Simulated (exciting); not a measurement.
Here is an exciting (release sodium) calculation.

Contents of input.xml:

```xml
<input>
  <title>GaAs</title>
  <structure speciespath="./" tshift="false">
    <crystal scale="1">
      <basevect>0.000000000000 5.341972295398 5.341972295398</basevect>
      <basevect>5.341972295398 0.000000000000 5.341972295398</basevect>
      <basevect>5.341972295398 5.341972295398 0.000000000000</basevect>
    </crystal>
    <species speciesfile="As.xml" rmt="2">
      <atom coord="0.750000000000 0.750000000000 0.750000000000"/>
    </species>
    <species speciesfile="Ga.xml" rmt="2">
      <atom coord="0.000000000000 0.000000000000 0.000000000000"/>
    </species>
  </structure>
  <groundstate do="fromscratch" ngridk="5 5 5" rgkmax="8" gmaxvr="14" lmaxapw="10" lmaxmat="10" lmaxvr="8" xctype="GGA_PBE_SOL" stype="Gaussian" swidth="0.00183747" nempty="10" ValenceRelativity="iora*" epsengy="1e-05" epspot="1e-05" maxscl="60" tforce="true" outputlevel="high"/>
  <properties>
    <chargedensityplot>
      <plot3d>
        <box grid="20 20 20">
          <origin coord="0 0 0"/>
          <point coord="1 0 0"/>
          <point coord="0 1 0"/>
          <point coord="0 0 1"/>
        </box>
      </plot3d>
    </chargedensityplot>
    <elfplot>
      <plot3d>
        <box grid="20 20 20">
          <origin coord="0 0 0"/>
          <point coord="1 0 0"/>
          <point coord="0 1 0"/>
          <point coord="0 0 1"/>
        </box>
      </plot3d>
    </elfplot>
    <exccplot>
      <plot3d>
        <box grid="20 20 20">
          <origin coord="0 0 0"/>
          <point coord="1 0 0"/>
          <point coord="0 1 0"/>
          <point coord="0 0 1"/>
        </box>
      </plot3d>
    </exccplot>
  </properties>
</input>
```

Potentials or basis: all-electron LAPW+lo, shipped species files, valence relativity iora*.

Run with:

```sh
$ OMP_NUM_THREADS=1 exciting_smp
```

Q: Estimate the band gap on the k mesh.

A: 0.43 eV, direct.

Caveat: rgkmax is low for these elements, so energy differences scatter by about 1 meV per atom.

**Measured values to compare with.**

“Evidence of valence band perturbations in GaAsN/GaAs(001): A combined variable-angle spectroscopic ellipsometry and modulated photoreflectance investigation”, 2008, arxiv:0805.2212 reports, for a bulk crystal of GaAs at 300 K: band gap 1.418 ± 0.005 eV (direct).

A measured gap of GaAs is 1.418 eV (direct; 300 K; “Evidence of valence band perturbations in GaAsN/GaAs(001): A combined variable-angle spectroscopic ellipsometry and modulated photoreflectance investigation”, 2008, arxiv:0805.2212); the calculated 0.43 eV misses it by -0.99 eV. 3 values of this kind are on record (1.412 to 1.51 eV); this one was drawn at random among those near their median, those with a stated uncertainty first. Spin-orbit coupling on As, Ga is left out. The value is that of PBEsol, without temperature or zero-point motion. Semilocal functionals fall short of measured gaps as a rule.
